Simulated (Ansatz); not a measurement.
# BN: the cost of one run

Computed with Ansatz 0.2.0 (DFT PBEsol, scalar-relativistic, plane waves, PAW, unless a step's input says otherwise).

3 further runs of the same task are left out: 3 set aside as unsound or not needed.

## 1. The system as given

The structure is trigonal, space group R3m (No. 160). The conventional cell has a = 2.504 Å, b = 2.504 Å, c = 10.471 Å, α = 90.00°, β = 90.00°, γ = 120.00°. B (site symmetry 3m) has 3 N at 1.45 Å as nearest neighbours. N (site symmetry 3m) is surrounded by 3 B at 1.45 Å.

Coordinates:

```xyz
2
Lattice="1.2521 0.7229 3.4904 -1.2521 0.7229 3.4904 0.0000 -1.4459 3.4904" Properties=species:S:1:pos:R:3 pbc="T T T"
B     0.0000    0.0000   10.4673
N     0.0000    0.0000    3.4850
```

It goes back to an entry of the Materials Project, which need not be the stable form.

It is the result of an earlier relaxation at this level (volume 9.48 Å³/atom; gap on the mesh: 4.25 eV).

## 2. What is varied

The energy is mapped over two normal modes frozen in (zone-centre modes of the cell shown, which folds in the wave vector (1/2, 1/2, 1/2) of the primitive cell).

First coordinate, amplitude of mode 4 (35 cm⁻¹), largest displacement: 7 values from −0.434 Å. Second coordinate, amplitude of mode 5 (35 cm⁻¹), largest displacement: 7 values from −0.434 Å.

Nothing else is relaxed (the cell and all other modes fixed). Energies count from the relaxed high-symmetry cell. Points are written as (first, second).

The modes come from a phonon run on the reference cell, made beforehand.

Displacement patterns for an amplitude of 1 (Å):

```
atom      x1      y1     z1      x2      y2     z2
  B1  -0.500   0.866  0.000   0.866   0.500  0.000
  B2   0.500  -0.866  0.000  -0.866  -0.500  0.000
  N3  -0.499   0.865  0.000   0.865   0.499  0.000
  N4   0.499  -0.865  0.000  -0.865  -0.499  0.000
```

## 3. Grid point (−0.434 Å, −0.434 Å)

Contents of input.yaml:

```yaml
crystal:
  lattice:
    - [1.2521496962, -2.1687868925, 0.0]
    - [2.5042993924, 0.0, 0.0]
    - [1.2521496962, -0.7229289642, 6.9808187488]
  atoms:
    - { symbol: B, position: [0.7735489204, 0.3000791588, 0.4994269083] }
    - { symbol: B, position: [-0.2731696187, 0.200300143, 0.9994351865] }
    - { symbol: "N", position: [1.1064856505, 0.633825539, 0.4992143544] }
    - { symbol: "N", position: [0.0607020478, 0.5333621593, 0.9992225508] }
basis:
  ecutwfc: 520.0
kpoints:
  mp_grid: { grid: [12, 12, 10] }
hamiltonian:
  xc: pbesol
scf:
  occupations: { method: gaussian, width: 0.05 }
output:
  forces: true
  stress: true
  eigenvalues: true
```

Run with:

```bash
$ ansatz run input.yaml --threads 1 --pin off --max-ram 2048MiB --backend cpu --events-out ev --progress --plain --runs-dir out
```

Q: Estimate wall time and peak memory on 1 thread of Intel Xeon 6975P-C (Granite Rapids), shared host.

About 19 s, with a peak of 0.81 GiB.
